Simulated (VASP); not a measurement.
Write the native input for VASP 6.6.1 that does the following.

```yaml
Task: single point
Functional: PBE0
Potentials_or_basis: VASP PAW PBE potentials, release 64 (Ga_d, N)
Cutoff: 450 eV
k_mesh: 8 × 8 × 8
Occupations: fermi-dirac, width 0.05 eV
Spin: no spin polarisation
Grid_for_exact_exchange_PRECFOCK: Normal
Exchange_at_q_=_0: default
Further_INCAR_settings: ALGO = Normal; EDIFF = 1e-07
```

GaN:

```xyz
2
Lattice="0.0000 2.2500 2.2500 2.2500 0.0000 2.2500 2.2500 2.2500 0.0000" Properties=species:S:1:pos:R:3 pbc="T T T"
Ga    0.0000    0.0000    0.0000
N     1.1250    1.1250    1.1250
```

The cell was built by a generator and needn't be a form met in nature.

The input as run:

POSCAR

```
GaN
1.0
    0.0000000000      2.2500000000      2.2500000000
    2.2500000000      0.0000000000      2.2500000000
    2.2500000000      2.2500000000      0.0000000000
Ga N
1 1
Direct
    0.0000000000      0.0000000000      0.0000000000
    0.2500000000      0.2500000000      0.2500000000
```

INCAR.step1

```
PREC     = Accurate       # precision mode
ENCUT    = 450            # plane-wave cutoff, eV
EDIFF    = 1E-5           # SCF threshold, eV
ISMEAR   = -1             # smearing method
SIGMA    = 0.05           # smearing width, eV
LREAL    = False          # projectors in reciprocal space
LASPH    = True           # aspherical terms in the spheres
NELM     = 60             # most SCF steps
ALGO     = Normal         # electronic algorithm
ISIF     = 2              # what is computed and relaxed
LWAVE    = True           # write WAVECAR
LCHARG   = False          # write CHGCAR
LELF     = False          # ELF
KPAR     = 4            
GGA      = PE             # functional
```

INCAR.step2

```
PREC     = Accurate       # precision mode
ENCUT    = 450            # plane-wave cutoff, eV
EDIFF    = 1E-7           # SCF threshold, eV
ISMEAR   = -1             # smearing method
SIGMA    = 0.05           # smearing width, eV
LREAL    = False          # projectors in reciprocal space
LASPH    = True           # aspherical terms in the spheres
NELM     = 60             # most SCF steps
ALGO     = Normal         # electronic algorithm
ISIF     = 2              # what is computed and relaxed
LWAVE    = False          # write WAVECAR
LCHARG   = False          # write CHGCAR
GGA      = PE             # functional
LHFCALC  = True           # exact exchange
AEXX     = 0.25           # exact-exchange fraction
PRECFOCK = Normal       
LELF     = False          # ELF
KPAR     = 4            
ISTART   = 1
```

KPOINTS

```
regular mesh
0
Gamma
  8 8 8
```

Potentials or basis: VASP PAW PBE potentials, release 64 (Ga_d, N).

Command:

```console
$ cat potpaw_PBE.64/Ga_d/POTCAR potpaw_PBE.64/N/POTCAR > POTCAR
$ cp INCAR.step1 INCAR
$ mpirun -np 4 vasp_std > vasp.out
$ cp INCAR.step2 INCAR
$ mpirun -np 4 vasp_std > vasp.out
```

It gave:

* Band gap on the k mesh: 3.71 eV, direct

It took 18 min on 4 MPI ranks on AMD EPYC 9R45 (Zen 5) (shared host), peak memory 0.13 GiB a rank.
